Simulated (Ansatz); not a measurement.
Ge: single point with PBE

Crystal: Ge.

```
CELL_PARAMETERS angstrom
1.48805 -2.59469 0.00000
1.48805 2.59469 0.00000
0.00000 0.00000 4.72760
ATOMIC_POSITIONS crystal
Ge 0.33345 0.66655 0.25000
Ge 0.66655 0.33345 0.75000
```

This isn't the form of Ge at room conditions, which is diamond.

```yaml
Program: Ansatz 0.2.0
Task: single point
Functional: PBE
Potentials_or_basis: Ansatz PAW
Cutoff: "420 eV (not typed: the program's choice for these potentials)"
k_mesh: 10 × 10 × 6
Occupations: gaussian, width 0.026 eV
Spin: no spin polarisation
```

* Pressure: 4.3 GPa
* Largest force: 0.010 eV/Å
* Band gap on the k mesh: none (metal or under the smearing width)

Forces on the atoms (eV/Å):
```
Ge   0.000  0.010  0.000
Ge   0.000 -0.010  0.000
```

Stress tensor (GPa, compression positive):
```
3.15 0.00 0.00
0.00 4.30 0.00
0.00 0.00 5.53
```

Levels at points of the mesh, in eV from the Fermi level:
```
              k point  band 12  band 13  band 14  band 15  band 16  band 17
   (0.00, 0.00, 0.00)    -7.46    -5.52     6.63     6.74     8.71     8.83
  (0.00, 0.00, -0.50)   -11.67     1.90     1.90     7.77     7.77     7.88
  (0.00, -0.50, 0.00)    -7.09    -2.25    -1.24    -0.87     1.45     2.46
 (0.00, -0.50, -0.50)    -6.97    -4.91    -4.91     4.12     4.12     5.09
 (-0.50, -0.50, 0.00)    -7.13    -2.29    -1.27    -0.93     1.42     2.61
(-0.50, -0.50, -0.50)    -7.05    -4.94    -4.94     4.27     4.27     5.11
```

It took 2 s on 2 threads of Arm Neoverse V1 (shared host), peak memory 0.34 GiB.
